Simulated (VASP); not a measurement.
# Mg2Si (Fm-3m) in VASP: settings compared

The runs below take Mg2Si through phonons, dielectric tensor, with r2SCAN, PBEsol.

Program: VASP 6.6.1. These are calculated values, not measurements. Logs are shortened: lines on timing, memory, paths and dates and some standing lists are left out, and cuts for length are marked.

**1. The structure**

It takes space group Fm-3m (No. 225, cubic). Conventional cell: a = 6.328 Å, b = 6.328 Å, c = 6.328 Å, α = 90.00°, β = 90.00°, γ = 90.00°. Mg (site symmetry -43m) has 4 Si at 2.74 Å as nearest neighbours. Si (site symmetry m-3m) has 8 Mg at 2.74 Å as nearest neighbours.

**2. Phonons, r2SCAN**

File POSCAR:

```
Mg2Si
1.0
    0.0000000000      3.1638590449      3.1638590449
    3.1638590449      0.0000000000      3.1638590449
    3.1638590449      3.1638590449      0.0000000000
  Mg              Si
     2     1
Direct
     0.2500000000000000    0.2500000000000000    0.2500000000000000
     0.7500000000000000    0.7500000000000000    0.7500000000000000
     0.0000000000000000    0.0000000000000000    0.0000000000000000
```

File INCAR.step1:

```
PREC = Accurate
ENCUT = 600
EDIFF = 1E-8
ISMEAR = 0
SIGMA = 0.03
LREAL = False
LASPH = True
NELM = 80
ALGO = Normal
ISIF = 3
LWAVE = False
LCHARG = False
METAGGA = R2SCAN
LMIXTAU = True
KPAR = 2
IBRION = 2
NSW = 40
EDIFFG = -0.002
```

File INCAR.step2:

```
PREC = Accurate
ENCUT = 600
EDIFF = 1E-8
ISMEAR = 0
SIGMA = 0.03
LREAL = False
LASPH = True
NELM = 80
ALGO = Normal
ISIF = 2
LWAVE = False
LCHARG = False
METAGGA = R2SCAN
LMIXTAU = True
KPAR = 2
IBRION = 6
NFREE = 2
POTIM = 0.015
NSW = 1
```

File KPOINTS:

```
Automatic mesh
0
Gamma
  10 10 10
```

Potentials or basis: VASP PAW PBE potentials, release 64 (Mg, Si).

Run with:

```bash
> cat potpaw_PBE.64/Mg/POTCAR potpaw_PBE.64/Si/POTCAR > POTCAR
> cp INCAR.step1 INCAR
> mpirun -np 2 vasp_std > vasp.out
> cp CONTCAR POSCAR
> cp INCAR.step2 INCAR
> mpirun -np 2 vasp_std > vasp.out
```

OUTCAR:

```text
PREC = Accurate
   ENCUT = 600
   EDIFF = 1E-8
   ISMEAR = 0
   LREAL = False
   LASPH = True
   NELM = 80
   ISIF = 2
   METAGGA = R2SCAN
   IBRION = 6
   NFREE = 2
   POTIM = 0.015
   NSW = 1

 ion  position               nearest neighbor table
   1  0.250  0.250  0.250-   3 2.74   3 2.74   3 2.74   3 2.74   2 3.16   2 3.16   2 3.16   2 3.16
                             2 3.16   2 3.16
   2  0.750  0.750  0.750-   3 2.74   3 2.74   3 2.74   3 2.74   1 3.16   1 3.16   1 3.16   1 3.16
                             1 3.16   1 3.16
   3  0.000  0.000  0.000-   2 2.74   2 2.74   2 2.74   1 2.74   1 2.74   1 2.74   2 2.74   1 2.74

  LATTYP: Found a face centered cubic cell.
 ALAT       =     6.3277180898

  Lattice vectors:

 A1 = (   0.0000000000,   3.1638590449,   3.1638590449)
 A2 = (   3.1638590449,   0.0000000000,   3.1638590449)
 A3 = (   3.1638590449,   3.1638590449,   0.0000000000)

Analysis of symmetry for initial positions (statically):
=====================================================================
 Subroutine PRICEL returns:
 Original cell was already a primitive cell.

 Routine SETGRP: Setting up the symmetry group for a
 face centered cubic supercell.

 Subroutine GETGRP returns: Found 48 space group operations
 (whereof 48 operations were pure point group operations)
 out of a pool of 48 trial point group operations.

The static configuration has the point symmetry O_h .

Analysis of symmetry for dynamics (positions and initial velocities):
=====================================================================
 Subroutine PRICEL returns:
 Original cell was already a primitive cell.

 Routine SETGRP: Setting up the symmetry group for a
 face centered cubic supercell.

 Subroutine GETGRP returns: Found 48 space group operations
 (whereof 48 operations were pure point group operations)
 out of a pool of 48 trial point group operations.

The dynamic configuration has the point symmetry O_h .

 Subroutine INISYM returns: Found 48 space group operations
 (whereof 48 operations are pure point group operations),
 and found     1 'primitive' translations

----------------------------------------------------------------------------------------

                                     Primitive cell

  volume of cell :      63.3405

  direct lattice vectors                    reciprocal lattice vectors
     0.000000000  3.163859045  3.163859045    -0.158034853  0.158034853  0.158034853
     3.163859045  0.000000000  3.163859045     0.158034853 -0.158034853  0.158034853
     3.163859045  3.163859045  0.000000000     0.158034853  0.158034853 -0.158034853

  length of vectors
     4.474372371  4.474372371  4.474372371     0.273724395  0.273724395  0.273724395

  position of ions in fractional coordinates (direct lattice)
     0.250000000  0.250000000  0.250000000
     0.750000000  0.750000000  0.750000000
     0.000000000  0.000000000  0.000000000

  ion indices of the primitive-cell ions
   primitive index   ion index
                 1           1
                 2           2
                 3           3

----------------------------------------------------------------------------------------

 KPOINTS: Automatic mesh

Automatic generation of k-mesh.
 Grid dimensions read from file:
 generate k-points for:   10   10   10

 Generating k-lattice:

[... 65 lines left out ...]
   IBRION =      6    ionic relax: 0-MD 1-quasi-New 2-CG
   NFREE  =      2    steps in history (QN), initial steepest desc. (CG)
   ISIF   =      2    stress and relaxation
   ISYM   =      2    0-nonsym 1-usesym 2-fastsym
   POTIM  = 0.0150    time-step for ionic-motion
   TEBEG  =    0.0;   TEEND  =   0.0 temperature during run
   PSTRESS=    0.0 pullay stress
   NELECT =       8.0000    total number of electrons
   NUPDOWN=      -1.0000    fix difference up-down
   EMIN   =  10.00;   EMAX   =-10.00  energy-range for DOS
   EFERMI =   0.00;   METHOD = LEGACY
   ISMEAR =     0;   SIGMA  =   0.03  broadening in eV -4-tet -1-fermi 0-gaus
   EFERMI_NEDOS =   21; number of points for ismear=-14 and -15
   IALGO  =     38    algorithm
   IMIX   =      4    mixing-type and parameters
     AMIX     =   0.40;   BMIX     =  1.00
     AMIX_MAG =   1.60;   BMIX_MAG =  1.00
  volume/ion in A,a.u.               =      21.11       142.48
  Fermi-wavevector in a.u.,A,eV,Ry     =   0.821380  1.552184  9.179386  0.674666
  Thomas-Fermi vector in A             =   1.932529
   LORBIT       =      0    0 simple, 1 ext, 2 COOP (PROOUT), +10 PAW based schemes
   METAGGA = R2SCAN    functional components
   LHFCALC =     F    Hartree Fock is set to
   AEXX    =    0.0000 exact exchange contribution
   IVDW    =     0    specifies the selected vdW correction
   LEPSILON=     F    determine dielectric tensor
   LRPA    =     F    only Hartree local field effects (RPA)
 finite differences with symmetry
 non-spin polarized calculation
 Gauss-broadening in eV      SIGMA  =   0.03
  energy-cutoff  :      600.00
  volume of cell :       63.34
 maximum number of plane-waves:      2148
   NGX = 17   NGY = 17   NGZ = 17

--------------------------------------- Ionic step        1  -------------------------------------------

 number of electron       8.0000000 magnetization

 Free energy of the ion-electron system (eV)
  ---------------------------------------------------
  ext. energy  EPLUGINS =         0.00000000
  ---------------------------------------------------
  free energy    TOTEN  =       -17.68605636 eV

  energy without entropy =      -17.68605636  energy(sigma->0) =      -17.68605636

------------------------ aborting loop because EDIFF is reached ----------------------------------------

  FORCE on cell =-STRESS in cart. coord.  units (eV):
  Direction    XX          YY          ZZ          XY          YZ          ZX
  --------------------------------------------------------------------------------------
  -------------------------------------------------------------------------------------
  Total        0.0010203      0.0010203      0.0010203      0.0000000      0.0000000     -0.0000000
  in kB        0.0258072      0.0258072      0.0258072      0.0000000      0.0000000     -0.0000000
  external PRESSURE =       0.0258072 kB  Pullay stress =       0.0000000 kB
[... 135 lines left out ...]
--------------------------------------- Ionic step        5  -------------------------------------------

 number of electron       8.0000000 magnetization

 Free energy of the ion-electron system (eV)
  ---------------------------------------------------
  ext. energy  EPLUGINS =         0.00000000
  ---------------------------------------------------
  free energy    TOTEN  =       -17.68545188 eV

  energy without entropy =      -17.68545188  energy(sigma->0) =      -17.68545188

 E-fermi :   3.7698     XC(G=0):  -9.2257

 val. band max:        3.5880816946   @ k =   0.0000   0.0000   0.0000
 cond. band min:       4.0316022789   @ k =   0.5000   0.5000   0.0000
 fundamental gap:      0.4435205842
 Fermi energy:         3.7698173418

 k-point     1 :       0.0000    0.0000    0.0000
  band No.  band energies     occupation
      1      -5.9771      2.00000
      2       3.5876      2.00000
      3       3.5876      2.00000
      4       3.5881      2.00000
      5       6.1145      0.00000
      6       6.4380      0.00000
      7       6.4382      0.00000
      8       6.4382      0.00000
[... 243 lines left out ...]
 k-point    24 :       0.4000    0.3000    0.0000
  band No.  band energies     occupation
      1      -4.5299      2.00000
      2      -0.0548      2.00000
      3       1.5047      2.00000
      4       1.8616      2.00000
      5       4.7078      0.00000
      6       5.2410      0.00000
      7       9.6171      0.00000
      8       9.6410      0.00000

 [... further k-points ...]

------------------------ aborting loop because EDIFF is reached ----------------------------------------

  FORCE on cell =-STRESS in cart. coord.  units (eV):
  Direction    XX          YY          ZZ          XY          YZ          ZX
  --------------------------------------------------------------------------------------
  -------------------------------------------------------------------------------------
  Total        0.0020403      0.0032008      0.0032008     -0.0000000      0.0000000      0.0000000
  in kB        0.0516093      0.0809645      0.0809645     -0.0000000      0.0000000      0.0000000
  external PRESSURE =       0.0711794 kB  Pullay stress =       0.0000000 kB
[... 18 lines left out ...]
  FREE ENERGIE OF THE ION-ELECTRON SYSTEM (eV)
  ---------------------------------------------------
  free  energy   TOTEN  =       -17.6854518821 eV

  energy  without entropy=      -17.6854518821  energy(sigma->0) =      -17.68545188

 INTERNAL STRAIN TENSORS FROM DISPLACED ATOMS
 ============================================

 INTERNAL STRAIN TENSOR FOR ION    1 for displacements in x,y,z  (eV/Angst):
          X           Y           Z          XY          YZ          ZX
  --------------------------------------------------------------------------------
  x     0.00000     0.00000     0.00000     0.00000    -1.53962     0.00000
  y     0.00000     0.00000     0.00000     0.00000     0.00000    -1.53962
  z     0.00000     0.00000     0.00000    -1.53962     0.00000     0.00000

 INTERNAL STRAIN TENSOR FOR ION    3 for displacements in x,y,z  (eV/Angst):
          X           Y           Z          XY          YZ          ZX
  --------------------------------------------------------------------------------
  x     0.00000     0.00000     0.00000     0.00000     0.00000     0.00000
  y     0.00000     0.00000     0.00000     0.00000     0.00000     0.00000
  z     0.00000     0.00000     0.00000     0.00000     0.00000     0.00000

 Eigenvectors and eigenvalues of the dynamical matrix
 ----------------------------------------------------

   1 f  =    8.585379 THz    53.943528 2PiTHz  286.377423 cm-1    35.506259 meV
             X         Y         Z           dx          dy          dz
      1.581930  1.581930  1.581930    -0.374134   -0.208526    0.000000
      4.745789  4.745789  4.745789    -0.374134   -0.208526   -0.000000
      0.000000  0.000000  0.000000     0.695004    0.387364    0.000000
[... 43 lines left out ...]
   9 f/i=    0.006482 THz     0.040728 2PiTHz    0.216218 cm-1     0.026808 meV
             X         Y         Z           dx          dy          dz
      1.581930  1.581930  1.581930    -0.532162    0.182605   -0.000000
      4.745789  4.745789  4.745789    -0.532162    0.182605    0.000000
      0.000000  0.000000  0.000000    -0.572946    0.196599    0.000000

 ELASTIC MODULI CONTR FROM IONIC RELAXATION (kBar)
 Direction    XX          YY          ZZ          XY          YZ          ZX
 --------------------------------------------------------------------------------
 XX          -0.0000     -0.0000      0.0000     -0.0000      0.0000      0.0000
 YY          -0.0000     -0.0000     -0.0000      0.0000      0.0000      0.0000
 ZZ           0.0000     -0.0000     -0.0000      0.0000     -0.0000      0.0000
 XY          -0.0000      0.0000      0.0000    -18.9155      0.0000     -0.0000
 YZ           0.0000      0.0000     -0.0000      0.0000    -18.9155     -0.0000
 ZX           0.0000      0.0000      0.0000     -0.0000     -0.0000    -18.9155
 --------------------------------------------------------------------------------
```

Run time: 5.1 min. Hardware: 2 MPI ranks of Intel Xeon 6975P-C (Granite Rapids), shared host; peak memory 0.37 GiB.

Results:

| Property | Result |
| --- | --- |
| Highest phonon frequency at Γ, LO-TO splitting left out | 286 cm⁻¹ |

Phonon frequencies in cm⁻¹ (negative: imaginary):
| q point | frequencies |
| --- | --- |
| (0.000, 0.000, 0.000) | 0 0 0 266 266 266 286 286 286 |

Caveat: the PAW data sets were made with another functional, which shifts forces and pressure a little.

(Continued in part 2 of 2.)
